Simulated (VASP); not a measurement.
Here is a VASP 6.6.1 calculation.

INCAR

```
SYSTEM = BaHf2O3
ALGO = Normal
EDIFF = 1E-6
EDIFFG = -0.005
ENCUT = 600
GGA = PE
IBRION = 2
ISIF = 3
ISMEAR = 0
LASPH = .TRUE.
LCHARG = .FALSE.
LREAL = .FALSE.
LWAVE = .FALSE.
NELM = 60
NSW = 60
PREC = Accurate
SIGMA = 0.05
```

File KPOINTS:

```
k-points
0
G
  6 6 7
  0 0 0
```

File POSCAR:

```
BaHf2O3
1.0
    5.4760776500      0.0000000000      0.0000000000
   -2.7380388300      4.7424223600      0.0000000000
    0.0000000000      0.0000000000      4.0445302500
Ba Hf O
1 2 3
Direct
    0.0000000000      0.0000000000      0.1926302600
    0.6666666700      0.3333333300      0.4961477200
    0.3333333300      0.6666666700      0.4961477200
    0.0000000000      0.5000000000      0.9950230700
    0.5000000000      0.0000000000      0.9950230700
    0.5000000000      0.5000000000      0.9950230700
```

Potentials or basis: VASP PAW PBE potentials, release 64 (Ba_sv, Hf_pv, O).

Command:

```console
$ cat potpaw_PBE.64/Ba_sv/POTCAR potpaw_PBE.64/Hf_pv/POTCAR potpaw_PBE.64/O/POTCAR > POTCAR
$ mpirun -np 1 vasp_std > vasp.out
```

Question: What does it give for the band gap on the k mesh?

Answer: None (metal or under the smearing width).

Question: Estimate the relaxed cell.

Answer: a = 5.582 Å, b = 5.582 Å, c = 3.194 Å, α = 90.00°, β = 90.00°, γ = 120.00°.

The path:
| step | energy change (eV) | largest force (eV/Å) | pressure (GPa) | volume (Å³) |
| --- | --- | --- | --- | --- |
| 1 | 0.0000 | 2.4403 | -14.16 | 105.04 |
| 2 | -4.2924 | 2.7913 | 12.69 | 81.00 |
| 3 | -4.3985 | 2.8734 | 7.11 | 83.31 |
| 4 | -4.8546 | 1.8594 | -2.80 | 88.33 |
| 5 | -4.8647 | 1.6753 | -4.12 | 89.17 |
| 6 | -5.2028 | 0.7108 | -0.94 | 86.94 |
| 7 | -5.2692 | 0.3701 | 1.31 | 85.64 |
| 8 | -5.3037 | 0.0707 | -1.60 | 87.09 |
| 9 | -5.3069 | 0.0889 | -0.99 | 86.76 |
| 10 | -5.3082 | 0.0343 | 0.89 | 85.70 |
| 11 | -5.3097 | 0.0414 | 0.11 | 86.14 |
| 12 | -5.3100 | 0.0230 | -0.01 | 86.20 |
| 13 | -5.3100 | 0.0181 | -0.03 | 86.21 |
| 14 | -5.3100 | 0.0100 | 0.03 | 86.18 |
| 15 | -5.3100 | 0.0083 | 0.03 | 86.17 |
| 16 | -5.3100 | 0.0050 | 0.08 | 86.16 |
| 17 | -5.3100 | 0.0078 | 0.05 | 86.17 |
| 18 | -5.3100 | 0.0082 | 0.05 | 86.17 |
| 19 | -5.3100 | 0.0006 | -0.02 | 86.21 |

Caveat: the volume moved by over 15 % at a fixed basis, so the end points are rough. The run has no spin-orbit coupling, so splittings on Ba, Hf are missing.
